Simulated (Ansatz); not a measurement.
System: MgO (rock salt type), 2 atoms in the cell.

```yaml
crystal:
  lattice:
    - [0.00000, 2.12500, 2.12500]
    - [2.12500, 0.00000, 2.12500]
    - [2.12500, 2.12500, 0.00000]
  atoms:
    - { symbol: Mg, position: [0.00000, 0.00000, 0.00000] }
    - { symbol: O, position: [0.50000, 0.50000, 0.50000] }
```
Lattice in Å, positions in fractions of it.

Theory: HSE06, plane waves, PAW datasets (generated soft set 1) (Ansatz).

Cutoff 420 eV; exchange singularity: regularized; k-mesh 6×6×6 Γ-centred; Fermi–Dirac smearing of 0.02 eV; no spin polarisation.

(1) How large is the gap on this mesh, is it direct, and where do the band edges lie (fractions of the reciprocal vectors of this cell)?

(2) List the levels near the gap at (0.000, 0.000, 0.000), (0.000, 0.000, 0.167), (0.000, 0.000, 0.333), (0.000, 0.000, -0.500), (0.000, 0.167, -0.500), in eV from the top of the valence band (v1 is the highest filled band, c1 the lowest empty one).

Answers

(1) 6.20 eV, direct at (0.000, 0.000, 0.000).

(2) 
```tsv
k	v4	v3	v2	v1	c1	c2	c3
(0.000, 0.000, 0.000)	-18.67	0.00	0.00	0.00	6.20	17.60	17.60
(0.000, 0.000, 0.167)	-18.38	-1.53	-0.18	-0.18	7.67	15.25	18.18
(0.000, 0.000, 0.333)	-17.73	-3.80	-0.52	-0.52	9.28	14.18	18.38
(0.000, 0.000, -0.500)	-17.36	-4.79	-0.68	-0.68	9.51	14.56	18.10
(0.000, 0.167, -0.500)	-17.31	-4.32	-1.48	-0.88	10.65	14.09	16.01
```
